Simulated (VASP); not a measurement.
A run of VASP 6.6.1 is set up as follows.

The input INCAR:

```
PREC     = Accurate       # precision mode
ENCUT    = 520            # plane-wave cutoff, eV
EDIFF    = 1E-6           # SCF threshold, eV
ISMEAR   = 0              # smearing method
SIGMA    = 0.05           # smearing width, eV
LREAL    = F              # projectors in reciprocal space
LASPH    = T              # aspherical terms in the spheres
NELM     = 100            # most SCF steps
ALGO     = Fast           # electronic algorithm
ISIF     = 2              # what is computed and relaxed
LWAVE    = F              # write WAVECAR
LCHARG   = T              # write CHGCAR
GGA      = PE             # functional
IVDW     = 12             # dispersion correction
LELF     = T              # ELF
LVHAR    = T            
NBANDS   = 28             # bands
```

Contents of KPOINTS:

```
regular mesh
0
Gamma
  8 8 4
```

Contents of POSCAR:

```
SnSe
1.0
    4.0326474969      0.0000000000      0.0000000000
    0.0000000000      4.0326474969      0.0000000000
    0.0000000000      0.0000000000     12.4111647320
Sn Se
2 2
Direct
    0.5000000000      0.0000000000      0.3722291100
    0.0000000000      0.5000000000      0.6277708900
    0.5000000000      0.0000000000      0.6160394900
    0.0000000000      0.5000000000      0.3839605100
```

Potentials or basis: VASP PAW PBE potentials, release 64 (Sn_d, Se).

Run with:

```bash
$ cat potpaw_PBE.64/Sn_d/POTCAR potpaw_PBE.64/Se/POTCAR > POTCAR
$ mpirun -np 1 vasp_std > vasp.out
```

(1) What does it give for the dispersion energy per atom?

(2) What does it give for the largest force?

## Answers

(1) -0.256 eV.

(2) 0.549 eV/Å.
